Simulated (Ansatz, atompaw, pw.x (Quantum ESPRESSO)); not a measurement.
hydrogen: one change to the PAW (atompaw) potential, in the atom and in the diamond crystal

| Property | Result |
| --- | --- |
| Element | H |
| Generator | atompaw 4.2.0.5 |
| Type | PAW |
| Functional | PBE |
| Relativity | scalar-relativistic |
| Frozen core | none |
| Valence charge | 1 |
| Reference configuration | 1s1 |
| Partial waves | 1s (bound): rc 1.50 bohr; 1s channel at -0.15 Ry: rc 1.50 bohr; 2p channel at -0.15 Ry: rc 1.50 bohr |
| Local potential | bessel scheme, radius 1.25 bohr |
| Core correction | none |
| Augmentation charge | sinc compensation charge, radius 1.10 bohr; PAW radius 1.50 bohr; waves and projectors: custom polynom2 7 10 vanderbiltortho |

Change: local potential bessel scheme, radius 1.30 bohr.

Cutoffs, loose and tight: the cutoffs (Ry, on a coarse ladder) from which the occupation-weighted sum of valence levels, in a spherical-Bessel basis at the reference potential, stays within 10 and 1 mRy of its value at 400 Ry. They see the waves and projectors alone, not the compensation charge or the core.

Crystal test: diamond H in pw.x 7.5, no spin, 15³ k-points, Fermi–Dirac smearing 0.01 Ry, cutoffs set for each file from its atomic test. The reference is all-electron LAPW (Ansatz 0.2.0) with the same functional, mesh and smearing; V0 and B0 come from Birch–Murnaghan fits to the pressures at five volumes. Errors are pseudo minus all-electron; Δ is the rms difference of the E(V) curves that follow from these fits, minima aligned, over ±6 % about the mean V0. Mesh and smearing are coarse, so the numbers serve the comparison and aren't converged zero-temperature values; the lattice is a test structure that the element need not adopt.

All-electron: a0 = 3.013 Å (V0 = 3.42 Å³/atom), B0 = 91.2 GPa.

**Question.** Does the change bring the crystal closer to the all-electron result?

**Answer.** The mean pressure error goes from +0.80 to +0.94 GPa, so the change moves the solid further from the all-electron pressures.

```
                 quantity       base    changed
           outcome (atom)  generated  generated
     cutoff, loose (atom)      10 Ry      10 Ry
     cutoff, tight (atom)      15 Ry      15 Ry
      bound ghosts (atom)       none       none
     cutoffs in pw.x (Ry)     40/400     40/400
                   a0 (Å)      3.022      3.023
             a0 error (%)      +0.29      +0.33
             B0 error (%)       +0.4       +0.4
             Δ (meV/atom)        0.6        0.7
mean pressure error (GPa)      +0.80      +0.94
```

Base: The largest radius (1.50 bohr) exceeds half the bond length (1.23 bohr), so the spheres overlap, which is one possible source of error among others. Changed file: The largest radius (1.50 bohr) exceeds half the bond length (1.23 bohr), so the spheres overlap, which is one possible source of error among others. The atomic cutoffs weigh occupied waves only.
